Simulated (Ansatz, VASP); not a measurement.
One calculation of Cl, two programs

INCAR

```
ALGO = Normal
EDIFF = 1E-6
ENCUT = 520
GGA = CA
ISIF = 2
ISMEAR = -1
LASPH = True
LCHARG = False
LREAL = False
LWAVE = False
NBANDS = 14
NELM = 100
PREC = Accurate
SIGMA = 0.1
```

File KPOINTS:

```
k-points
0
Gamma
  15 15 8
```

The input POSCAR:

```
Cl
1.0
    2.9734575482      0.0000000000      0.0000000000
   -1.4867287740      2.5750897738      0.0000000000
    0.0000000000      0.0000000000      3.8682015056
Cl
2
Direct
    0.3333333333      0.6666666667      0.2500000000
    0.6666666667      0.3333333333      0.7500000000
```

Input for Ansatz:

```yaml
crystal:
  lattice:
    - [2.9734575482, 0.0, 0.0]
    - [-1.486728774, 2.5750897738, 0.0]
    - [0.0, 0.0, 3.8682015056]
  atoms:
    - { symbol: Cl, position: [0.3333333333, 0.6666666667, 0.25] }
    - { symbol: Cl, position: [0.6666666667, 0.3333333333, 0.75] }
kpoints:
  mp_grid: { grid: [15, 15, 8] }
scf:
  occupations: { method: fermi_dirac, width: 0.1 }
hamiltonian:
  xc: lda
  pseudopotentials: { kind: all_electron, lapw: { basis_error: 0.001 } }
output:
  forces: true
  stress: true
  eigenvalues: true
  populations: true
```

Change from the starting cell: volume scaled by 0.76, LAPW.

Alike in both runs: task single point; functional LDA; k mesh 15 × 15 × 8; occupations fermi-dirac, width 0.1 eV; no spin polarisation.

|  | VASP | Ansatz |
| --- | --- | --- |
| version | VASP 6.6.1 | Ansatz 0.2.0 |
| potentials or method | VASP PAW LDA potentials, release 64 (Cl) | all-electron LAPW, scalar-relativistic |
| plane-wave cutoff (eV) | 520 | see its input |

|  | VASP | Ansatz | Ansatz less VASP |
| --- | --- | --- | --- |
| pressure (GPa) | 22.5 | 22.7 | +0.13 |
| largest component of the traceless stress (GPa) | 0.08 | 0.07 | -0.013 |

Ansatz ran all-electron here, so the differences hold the error of VASP's frozen core and of both bases.

Caveats: so large a pressure means that the cell lies far from this level's equilibrium, or that cutoff or potentials fall short (VASP).
